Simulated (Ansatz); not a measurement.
C4H10O can be A, `CCOCC`, or B, `CCC(C)O`.

Gas-phase electronic energies from Ansatz, PBE0-D4/def2-TZVP geometries. CCSD(T)/CBS is the MP2 limit (def2-TZVPP, def2-QZVPP) plus CCSD(T) − MP2 in def2-TZVPP, frozen cores. DFT in def2-TZVPP. B3LYP here is the variant with VWN-RPA as its local correlation; programs differ in this. Each species was taken in one conformer, which may not be the lowest.

A:

```xyz
15

C     0.739   -0.841    2.067
C     0.468   -0.662    0.595
O     0.216    0.700    0.350
C     0.079    1.026   -1.012
C    -1.235    0.577   -1.621
H    -0.122   -0.521    2.656
H     0.940   -1.891    2.292
H     1.603   -0.248    2.374
H    -0.389   -1.281    0.292
H     1.333   -0.992   -0.001
H     0.157    2.115   -1.061
H     0.924    0.610   -1.582
H    -2.076    0.976   -1.050
H    -1.323   -0.511   -1.651
H    -1.314    0.942   -2.649
```

B:

```xyz
15

C    -1.164   -1.490   -0.369
C     0.169   -0.813   -0.102
C     0.044    0.659    0.265
C     1.387    1.295    0.533
O    -0.559    1.413   -0.776
H    -1.035   -2.556   -0.566
H    -1.838   -1.392    0.488
H    -1.666   -1.067   -1.245
H     0.815   -0.894   -0.982
H     0.682   -1.326    0.719
H    -0.575    0.737    1.175
H     2.016    1.235   -0.359
H     1.899    0.787    1.354
H     1.266    2.347    0.795
H    -1.441    1.065   -0.929
```

Problem. Which is lower in electronic energy at CCSD(T)/CBS, and by how much? (Estimate.)

Solution. The calculation gave: B, by 48.0 kJ/mol.

Problem. Give E(B) − E(A) in kJ/mol with LDA (SPW92), PBE0-D4, MP2/def2-TZVPP, BLYP-D4, PBE-D4, B3LYP, HF/def2-TZVPP. (An estimate is asked.)

Solution. Computed: LDA (SPW92) -45.3, PBE0-D4 -43.6, MP2/def2-TZVPP -50.1, BLYP-D4 -35.7, PBE-D4 -41.2, B3LYP -35.0, HF/def2-TZVPP -33.1. None reverses the order clearly.

Problem. Does the order hold for the free energy at 298.15 K (harmonic terms from PBE0-D4)? (Estimate.)

Solution. Ansatz gave: Yes: G(B) − G(A) = -46.3 kJ/mol, for one conformer each. Modes under 60 cm⁻¹, often nearly free rotors, make the harmonic entropy too high.

Largest T1 diagnostic: 0.010.

From BLYP to BHLYP (50 % exact exchange), in def2-TZVPP and without D4, E(B) − E(A) moves by −5.2 kJ/mol. Leaving LDA and LC-ωPBE aside and taking each functional with its dispersion term where it has one, the values, not all of them listed here, spread over 10.8 kJ/mol, from PBE-QIDH to BLYP-D4. LDA lies −5.7 kJ/mol from PBE without D4.
